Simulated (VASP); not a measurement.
The system is ZnS.

```
Zn S
1.0
     0.00000    2.70200    2.70200
     2.70200    0.00000    2.70200
     2.70200    2.70200    0.00000
Zn S
1 1
Direct
  0.25000 0.25000 0.25000
  0.00000 0.00000 0.00000
```

| Item | Value |
| --- | --- |
| Program | VASP 6.6.1 |
| Task | relaxation of cell and atoms |
| Functional | PBEsol |
| Potentials or basis | VASP PAW PBE potentials, release 64 (Zn, S) |
| Cutoff | 600 eV |
| k mesh | 10 × 10 × 10 |
| Occupations | gaussian, width 0.03 eV |
| Spin | no spin polarisation |

At the start: pressure -1.7 GPa; volume 19.73 Å³/atom.

Q: Where does the relaxation end?

A: Over 3 steps the energy falls by 2.7 meV/atom and the volume is 19.26 Å³/atom (-2.4 %); space group F-43m (No. 216, to 0.05 Å).

The path:
```
step  energy change (eV)  largest force (eV/Å)  pressure (GPa)  volume (Å³)
   1              0.0000                0.0000           -1.73        39.45
   2             -0.0049                0.0000            0.60        38.25
   3             -0.0054                0.0000           -0.03        38.51
```

Final structure:
```
Zn S
1.0
     0.00000    2.68033    2.68033
     2.68033    0.00000    2.68033
     2.68033    2.68033    0.00000
Zn S
1 1
Cartesian
  1.3402 1.3402 1.3402
  0.0000 0.0000 0.0000
```

Caveat: the PAW data sets were made with another functional, which shifts forces and pressure a little.
